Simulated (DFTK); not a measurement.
Wanted: the native input for a DFTK 0.8.2 run.

| Property | Result |
| --- | --- |
| Task | single point |
| Functional | PBE |
| Potentials or basis | dojo.nc.sr.pbe.v0_4_1.standard.upf (PBE) |
| Cutoff | 1116 eV |
| k mesh | 11 × 11 × 11 |
| Occupations | fermi-dirac, width 0.05 eV |
| Spin | no spin polarisation |
| Valence electrons | Ag 19 |
| SCF tolerance on the density | 1e-06 |

The system is Ag.

```
Ag
1.0
    -0.00622    2.03863    2.06720
     2.01497    0.04695    2.01403
     2.08560    2.05608   -0.02368
Ag
1
Direct
  0.00221 0.02855 0.98957
```

The cell isn't the ideal one: cell strained at random at fixed volume.

One way to write it, as run:

run.jl

```julia
using DFTK
using PseudoPotentialData
using Unitful, UnitfulAtomic
using LinearAlgebra, Printf
include("save.jl")
disable_threading()

# lattice vectors are the columns
lattice = austrip(1u"Å") * [     -0.006223       2.014973       2.085595;
                 2.038628       0.046946        2.05608;
                   2.0672        2.01403      -0.023676]
symbols   = [:Ag]
positions = [[0.002206, 0.028552, -0.010434]]
pseudopotentials = PseudoFamily("dojo.nc.sr.pbe.v0_4_1.standard.upf")
elements = Dict(s => ElementPsp(s, pseudopotentials) for s in unique(symbols))
atoms    = [elements[s] for s in symbols]

build_model(lattice, positions; symmetries=true) =
    model_DFT(lattice, atoms, positions;
              functionals=PBE(),
              temperature=austrip(0.05u"eV"),
              smearing=Smearing.FermiDirac(),
              symmetries)
Ecut  = 41.0  # hartree
kgrid = [11, 11, 11]
tol   = 1e-6
to_GPa = ustrip(uconvert(u"GPa", 1u"hartree/bohr^3"))

model = build_model(lattice, positions)
basis = PlaneWaveBasis(model; Ecut, kgrid)
display(basis)
scfres = self_consistent_field(basis;
                               tol,
                               nbandsalg=AdaptiveBands(model; n_bands_converge=14))
display(scfres.energies)
@printf "Fermi level: %.6f eV\n" ustrip(auconvert(u"eV", something(scfres.εF, NaN)))
forces = compute_forces_cart(scfres)
println("Forces (eV/Å)")
for (s, f) in zip(symbols, forces)
    @printf "%-3s %12.6f %12.6f %12.6f\n" s ustrip.(auconvert.(u"eV/Å", f))...
end
stress = compute_stresses_cart(scfres)
println("Stress (GPa)")
display(round.(stress * to_GPa; digits=4))
println("Levels at the first k-point (eV): ", round.(ustrip.(auconvert.(u"eV", scfres.eigenvalues[1][1:scfres.n_bands_converge])); digits=4))
save_scf!(scfres; forces, stress)
```

Potentials or basis: dojo.nc.sr.pbe.v0_4_1.standard.upf (PBE).

Run with:

```console
$ julia --threads=1 run.jl  # save.jl only writes the numbers to a file and isn't shown; printed stress counts tension as positive; times include loading and compiling
```

It gave:

```json
{
  "Pressure": "4.6 GPa",
  "Band gap on the k mesh": "none (metal or under the smearing width)"
}
```

It took 20 min on 1 thread of Intel(R) Xeon(R) Platinum 8488C (Sapphire Rapids), with other jobs on the host, peak memory 6.3 GiB.
